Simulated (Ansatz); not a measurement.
Zr: changing the choice of potentials or basis

```cif
data_structure
_symmetry_space_group_name_H-M 'P6_3/mmc'
_symmetry_Int_Tables_number 194
_cell_length_a 3.2320
_cell_length_b 3.2320
_cell_length_c 5.1470
_cell_angle_alpha 90.000
_cell_angle_beta 90.000
_cell_angle_gamma 120.000
_cell_volume 46.56
loop_
_atom_site_label
_atom_site_type_symbol
_atom_site_symmetry_multiplicity
_atom_site_Wyckoff_symbol
_atom_site_fract_x
_atom_site_fract_y
_atom_site_fract_z
_atom_site_occupancy
Zr1 Zr 2 c 0.66667 0.33333 0.75000 1
```

Kept alike: task equation of state; functional PBE; k mesh 9 × 9 × 5; occupations fermi-dirac, width 0.05 eV; no spin polarisation. Program: Ansatz. Cutoffs run from 420 to 990 eV. The mesh is that of the run's cell of 2 atoms. No spin-orbit coupling.

```csv
choice of potentials or basis,volume (Å³/atom),bulk modulus (GPa)
Ansatz NC,23.408,94.3
Ansatz PAW,23.398,94.4
Ansatz PAW (files of its older set among them),23.406,94.4
JTH PAW,23.397,94.5
PseudoDojo standard,23.420,94.5
PseudoDojo stringent,23.420,94.5
SPMS NC,23.447,94.5
```

For a metal such a mesh leaves the last digits unconverged. Volume and modulus come from cells scaled at fixed shape and fractions; off cubic symmetry such a modulus can lie above the relaxed one.

What does the choice of potentials or basis change here?

The volume runs from 23.397 (JTH PAW) to 23.447 Å³/atom (SPMS NC). The bulk modulus runs from 94.3 (Ansatz NC) to 94.5 GPa (JTH PAW; PseudoDojo standard; PseudoDojo stringent; SPMS NC).
